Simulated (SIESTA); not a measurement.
The system is PbF2 (Fluorocronite).

```xyz
3
Lattice="0.0000 2.9637 2.9637 2.9637 0.0000 2.9637 2.9637 2.9637 0.0000" Properties=species:S:1:pos:R:3 pbc="T T T"
Pb    0.0000    0.0000    0.0000
F     4.4455    4.4455    4.4455
F     1.4818    1.4818    1.4818
```

Base run:

```yaml
Program: SIESTA 5.4.2
Functional: PBEsol
Potentials_or_basis: PseudoDojo 0.4 standard (PBEsol files)
Basis: DZP (energy shift 0.003 Ry; two zetas on semicore shells)
Grid_cutoff: 800 Ry
Energy_shift: 0.003 Ry
k_mesh: 8 × 8 × 8
Occupations: fermi-dirac, width 0.05 eV
Spin: no spin polarisation
```

Its results: band gap on the k mesh 4.25 eV, indirect (least direct gap 4.41 eV); pressure -0.9 GPa.

Task: After a change of settings the same cell gave: band gap on the k mesh 4.26 eV, indirect (least direct gap 4.43 eV); pressure 1.6 GPa. Which change was it?
A. functional from PBEsol to BLYP; potentials or basis from PseudoDojo 0.4 standard (PBEsol files) to PseudoDojo 0.4 standard (PBE files)
B. functional from PBEsol to LDA; potentials or basis from PseudoDojo 0.4 standard (PBEsol files) to PseudoDojo 0.4 standard (LDA files)
C. functional from PBEsol to vdW-DF-cx; potentials or basis from PseudoDojo 0.4 standard (PBEsol files) to PseudoDojo 0.4 standard (PBE files)
D. functional from PBEsol to AM05

Result: D.

Caveats: spin-orbit coupling is left out, which as a rule narrows the gap of such compounds by several tenths of an eV; the basis of atomic orbitals isn't converged, which shifts pressures, moduli and gaps; the potentials were made for another functional, which shifts forces and pressure (some runs).

Not every run made on this cell is shown here.
